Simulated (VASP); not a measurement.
Write the native input for VASP 6.6.1 that does the following.

| Property | Result |
| --- | --- |
| Task | relaxation of cell and atoms |
| Functional | SCAN |
| Potentials or basis | VASP PAW PBE potentials, release 64 (Pb_d, Te) |
| Cutoff | 600 eV |
| k mesh | 7 × 7 × 7 |
| Occupations | fermi-dirac, width 0.05 eV |
| Spin | no spin polarisation |
| Further INCAR settings | ALGO = Normal; EDIFF = 1e-07; IBRION = 2; EDIFFG = -0.005; NSW = 40; ISIF = 3 |

The structure of TePb lies in POSCAR:

```
TePb
1.0
    0.0000000000      3.2310000000      3.2310000000
    3.2310000000      0.0000000000      3.2310000000
    3.2310000000      3.2310000000      0.0000000000
Pb Te
1 1
Direct
    0.0000000000      0.0000000000      0.0000000000
    0.5000000000      0.5000000000      0.5000000000
```

These files were run (other wordings do the same):

INCAR

```
SYSTEM = TePb
ALGO = Normal
EDIFF = 1E-7
EDIFFG = -0.005
ENCUT = 600
IBRION = 2
ISIF = 3
ISMEAR = -1
LASPH = .TRUE.
LCHARG = .FALSE.
LMIXTAU = .TRUE.
LREAL = .FALSE.
LWAVE = .FALSE.
METAGGA = SCAN
NELM = 60
NSW = 40
PREC = Accurate
SIGMA = 0.05
```

KPOINTS

```
k-points
0
G
  7 7 7
  0 0 0
```

Potentials or basis: VASP PAW PBE potentials, release 64 (Pb_d, Te).

Command:

```bash
$ cat potpaw_PBE.64/Pb_d/POTCAR potpaw_PBE.64/Te/POTCAR > POTCAR
$ mpirun -np 1 vasp_std > vasp.out
```

It gave:

```json
{
 "Relaxed volume": "34.25 Å³/atom",
 "Relaxed cell": "a = 4.593 Å, b = 4.593 Å, c = 4.593 Å, α = 60.00°, β = 60.00°, γ = 60.00°",
 "Space group after relaxing (to 0.05 Å)": "Fm-3m (No. 225)",
 "Energy gained by relaxing": "1.0 meV/atom",
 "Ionic steps": "4",
 "Pressure after relaxing": "0.0 GPa"
}
```

Caveat: the PAW data sets were made with another functional, which shifts forces and pressure a little.

Wall time 6.7 min on 1 thread of Intel(R) Xeon(R) 6975P-C (Granite Rapids) (shared host), peak memory 0.25 GiB.
